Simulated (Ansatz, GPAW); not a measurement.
# Sb with PBE in single-zeta orbitals from a Python script

These are simulated results from GPAW 26.7.0, not measurements. The cell was built from a prototype and was relaxed with r2SCAN in plane waves (Ansatz 0.2.0). It may be hypothetical. It is a single sheet, repeated along a and b, with vacuum along c. All runs are without spin polarisation.

In-plane lattice: a = 4.105 Å, b = 4.105 Å, γ = 120.0°; thickness between the outer nuclei 1.61 Å. Sb has 3 Sb at 2.87 Å.

The basis is minimal: single zeta, one radial function for each shell that the log's basis lists. It describes the filled bands fairly and the empty ones poorly.

Input script:

```python
import json
from ase import Atoms
from gpaw import GPAW, PW, FermiDirac

atoms = Atoms(['Sb', 'Sb'],
              cell=[[4.10518297, 0.0, 0.0], [-2.05259149, 3.55519274, 0.0], [0.0, 0.0, 26.8552478]],
              scaled_positions=[[0.333333333, 0.666666667, 0.314979795], [0.666666667, 0.333333333, 0.374927222]],
              pbc=True)
calc = GPAW(mode='lcao', basis='sz(dzp)', h=0.2, xc='PBE', kpts={'size': (6, 6, 1), 'gamma': True},
            occupations=FermiDirac(0.02), maxiter=100, legacy_gpaw=True, txt='gpaw.txt')
atoms.calc = calc
res = {'energy': atoms.get_potential_energy(force_consistent=True)}
res['electrons'] = calc.get_number_of_electrons()
res['k'] = calc.get_ibz_k_points().tolist()
res['levels'] = [calc.get_eigenvalues(kpt=i).tolist() for i in range(len(res['k']))]
points = [[0.0, 0.0, 0.0], [0.5, 0.0, 0.0], [0.333333, 0.333333, 0.0], [0.0, 0.307292, 0.0]]
bands = calc.fixed_density(kpts=points, symmetry='off', txt='bands.txt')
res['points'] = [bands.get_eigenvalues(kpt=i).tolist() for i in range(len(points))]
json.dump(res, open('results.json', 'w'))
print('free energy (eV):', round(res['energy'], 5))
```

Command: `python run.py`. It took 3.3 s on 1 thread of Arm Neoverse V1, on a shared host, peak memory 0.19 GiB.

The log gpaw.txt, trimmed of paths, versions and times, then the last line on the terminal. An iter line gives the energy in eV and the logarithms of the changes of orbitals (plane waves alone) and density (c: converged):

```
___ ___ ___ _ _ _
 |   |   |_  | | | |

 | | | | | . | | | |

 |__ |  _|___|_____|  26.7.0
 |___|_|

Input parameters:
  basis: sz(dzp)
  h: 0.2
  kpts: {gamma: True,
         size: (6, 6, 1)}
  maxiter: 100
  mode: lcao
  occupations: {fixmagmom: False,
                name: fermi-dirac,
                width: 0.02}
  xc: PBE

System changes: positions, numbers, cell, pbc, initial_charges, initial_magmoms

Initialize ...

species:
  Sb:
    name:    Antimony
    Z:       51.0
    valence: 15
    core:    36
    charge:  0.0  # [|e|]
    compensation charges:
      type: gauss
      rc: 0.36  # [Å]
      lmax: 2
    cutoffs:
      filter: 2.23  # [Å]
      core: 2.23  # [Å]
    projectors
    | kind |    occ | energy [eV] | rcut [Å] |

    |------|--------|-------------|----------|

    |   5s |  2.000 |     -12.815 |    1.154 |

    |   5p |  3.000 |      -4.830 |    1.233 |

    |   4d | 10.000 |     -33.514 |    1.196 |

    |    s |        |      14.396 |    1.154 |

    |    p |        |      22.381 |    1.233 |

    |    d |        |      -6.303 |    1.196 |

    LCAO basis set for Sb:
      Name: sz(dzp)
      Number of radial functions: 3
      Number of spherical harmonics: 9
        l=0, rc=6.6250 Bohr: 5s-sz confined orbital
        l=1, rc=8.6719 Bohr: 5p-sz confined orbital
        l=2, rc=3.7656 Bohr: 4d-sz confined orbital
      Number of RI-basis functions 0

Reference energy: -352563.116496  # eV

Spin-paired calculation

Convergence criteria:
 Maximum [total energy] change in last 3 cyles: 0.0005 eV / valence electron
 Maximum integral of absolute [dens]ity change: 0.0001 electrons / valence electron
 Maximum integral of absolute [eigenst]ate change: 4e-08 eV^2 / valence electron
 Maximum number of scf [iter]ations: 100
 (Square brackets indicate name in SCF output, whereas a 'c' in
 the SCF output indicates the quantity has converged.)

Symmetries present (total): 1

  ( 1  0  0)
  ( 0  1  0)
  ( 0  0  1)

36 k-points: 6 x 6 x 1 Monkhorst-Pack grid + [1/12,1/12,0.000000]
20 k-points in the irreducible part of the Brillouin zone
       k-points in crystal coordinates                weights
   0:     0.00000000    0.00000000    0.00000000          1/36
   1:     0.00000000    0.16666667    0.00000000          2/36
   2:     0.00000000    0.33333333    0.00000000          2/36
   3:     0.00000000    0.50000000    0.00000000          1/36
   4:     0.16666667   -0.33333333    0.00000000          2/36
   5:     0.16666667   -0.16666667    0.00000000          2/36
   6:     0.16666667    0.00000000    0.00000000          2/36
   7:     0.16666667    0.16666667    0.00000000          2/36
   8:     0.16666667    0.33333333    0.00000000          2/36
   9:     0.16666667    0.50000000    0.00000000          2/36
          ...
  19:     0.50000000    0.50000000    0.00000000          1/36

Wave functions: LCAO
  Diagonalizer: Serial LAPACK
  Atomic Correction: dense with blas
  Data-type: complex

Occupation numbers: Fermi-Dirac:
  width: 0.0200  # eV

Eigensolver
   LCAO using direct dense diagonalizer

Densities:
  Coarse grid: 16*16*136 grid
  Fine grid: 32*32*272 grid
  Total Charge: 0.000000

Density mixing:
  Method: separate
  Backend: msr1
  Linear mixing parameter: 0.05
  old densities: 10
  Width of damping distribution: 1.1
  Damping of long wavelength oscillations: 20

Hamiltonian:
  XC and Coulomb potentials evaluated on a 32*32*272 grid
  Using the PBE Exchange-Correlation functional
  Interpolation: tri-quintic (5. degree polynomial)
  Poisson solver: FastPoissonSolver using
    Stencil: 8*3+1=25 point O(h^6) finite-difference Laplacian
    FFT axes: [np.int64(0), np.int64(1), np.int64(2)]
    FST axes: []

XC parameters: PBE with 2 nearest neighbor stencil

Memory estimate:
  Process memory now: 137.77 MiB
  Calculator: 25.86 MiB
    Density: 18.41 MiB
      Arrays: 6.91 MiB
      Localized functions: 6.19 MiB
      Mixer: 5.31 MiB
    Hamiltonian: 5.02 MiB
      Arrays: 4.52 MiB
      XC: 0.00 MiB
      Poisson: 0.00 MiB
      vbar: 0.50 MiB
    Wavefunctions: 2.42 MiB
      C [qnM]: 0.10 MiB
      S, T [2 x qmm]: 0.20 MiB
      P [aqMi]: 0.01 MiB
      BasisFunctions: 2.12 MiB
      Eigensolver: 0.00 MiB

Total number of cores used: 1

Number of atoms: 2
Number of atomic orbitals: 18
Number of bands in calculation: 18
Number of valence electrons: 30
Bands to converge: occupied
Positions:
   0 Sb    -0.000000    2.370128    8.458860    ( 0.0000,  0.0000,  0.0000)
   1 Sb     2.052591    1.185064   10.068763    ( 0.0000,  0.0000,  0.0000)

Unit cell:
           periodic     x           y           z      points  spacing
  1. axis:    yes    4.105183    0.000000    0.000000    16     0.2222
  2. axis:    yes   -2.052591    3.555193    0.000000    16     0.2222
  3. axis:    yes    0.000000    0.000000   26.855248   136     0.1975

  Lengths:   4.105183   4.105183  26.855248
  Angles:   90.000000  90.000000 120.000000

Effective grid spacing dv^(1/3) = 0.2241

iter:   1    -5.875912        c
iter:   2    -5.837201        c -1.51
iter:   3    -5.557976        c -1.54
iter:   4    -5.555475        c -2.69
iter:   5    -5.554500c       c -3.00
iter:   6    -5.554497c       c -4.16c

Converged after 6 iterations.

Energy contributions relative to reference atoms: (reference = -352563.116496)

Kinetic:       +138.801241
Potential:     -129.295499
External:        +0.000000
XC:             -15.273496
Entropy (-ST):   -0.000000
Local:           +0.213256
SIC:             +0.000000
--------------------------
Free energy:     -5.554497
Extrapolated:    -5.554497

Showing only first 2 kpts
 Kpt  Band  Eigenvalues  Occupancy
  0    13     -3.33251    2.00000
  0    14     -3.27471    2.00000
  0    15     -1.63049    0.00000
  0    16     -0.18255    0.00000

  1    13     -3.93635    2.00000
  1    14     -3.25261    2.00000
  1    15     -1.14732    0.00000
  1    16      0.25794    0.00000

Fermi level: -2.11172

Gap: 1.622 eV
Transition (v -> c):
  (s=0, k=1, n=14, [0.00, 0.17, 0.00]) -> (s=0, k=0, n=15, [0.00, 0.00, 0.00])
Direct/indirect transitions are different
Direct gap: 1.644 eV
Transition at: (s=0, k=0, n=14, [0.00, 0.00, 0.00])

free energy (eV): -5.5545
```

The gap in the log is over the mesh alone; results.json adds the listed points. PBE in single-zeta orbitals gives a gap of 1.62 eV. On the same cell, plane-wave PBE (Ansatz, 12×12×1 k points and the special points) gives a gap of 1.34 eV and r2SCAN a gap of 1.60 eV; on shared hosts these took about 10 and 30 core-seconds on the 2-atom cell, against 3.3 for the script. Spin-orbit coupling, left out in all these runs, can cut or reorder the gap by tenths of an eV, up to about 1 eV with Pb or Bi.

Spin-orbit coupling is left out, which matters wherever the heavy atoms make up the band edges.
